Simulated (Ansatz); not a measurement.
Starting structure, (111) slab as cut from the bulk (SnS₂, P-3m1 (No. 164), (1 1 1) face):

```
CELL_PARAMETERS angstrom
6.32426 0.00000 0.00000
-3.16213 6.32800 0.00000
0.00000 0.00000 26.38580
ATOMIC_POSITIONS crystal
S 0.44483 0.22300 0.28424
S 0.01355 0.69377 0.31826
Sn 0.45838 0.91676 0.33438
S 0.90321 0.13976 0.35049
S 0.47193 0.61053 0.38451
Sn 0.91676 0.83353 0.40063
S 0.36160 0.05653 0.41674
S 0.93032 0.52730 0.45076
Sn 0.37515 0.75029 0.46688
S 0.81998 0.97329 0.48299
S 0.38870 0.44406 0.51701
Sn 0.83353 0.66706 0.53312
S 0.27836 0.89006 0.54924
S 0.84708 0.36083 0.58326
Sn 0.29191 0.58382 0.59937
S 0.73674 0.80682 0.61549
S 0.30546 0.27759 0.64951
Sn 0.75029 0.50059 0.66562
S 0.19513 0.72359 0.68174
S 0.76385 0.19436 0.71576
```

Method: DFT PBEsol, scalar-relativistic, plane waves, PAW in Ansatz 0.2.0. Plane waves to 420 eV, a k mesh through Γ of 5×4×1 on the computed 20-atom cell and Gaussian smearing (0.05 eV); no spin polarisation. The cell repeats along c with a dipole correction in the vacuum.

All atoms are free. The cell is fixed. Force threshold 0.02 eV/Å.

**Question.** Where does it end?

**Answer.** The energy falls by 5.862 eV in 17 steps, to:

```
CELL_PARAMETERS angstrom
6.32426 0.00000 0.00000
-3.16213 6.32800 0.00000
0.00000 0.00000 26.38580
ATOMIC_POSITIONS crystal
S 0.23597 0.89537 0.28034
S 0.98397 0.65555 0.32106
Sn 0.52891 0.96418 0.34543
S 0.94479 0.15590 0.34751
S 0.46846 0.62341 0.38280
Sn 0.92692 0.84390 0.39772
S 0.36701 0.06837 0.41948
S 0.93014 0.53130 0.45027
Sn 0.37248 0.74677 0.46854
S 0.82064 0.97368 0.48202
S 0.38805 0.44371 0.51798
Sn 0.83621 0.67060 0.53146
S 0.27856 0.88609 0.54973
S 0.84168 0.34900 0.58052
Sn 0.28176 0.57348 0.60228
S 0.74022 0.79397 0.61720
S 0.26389 0.26144 0.65247
Sn 0.67975 0.45318 0.65457
S 0.22470 0.76174 0.67895
S 0.97265 0.52189 0.71966
```

Cost: 1 run of about 55 core-minutes, on Arm Neoverse V2 (shared hosts).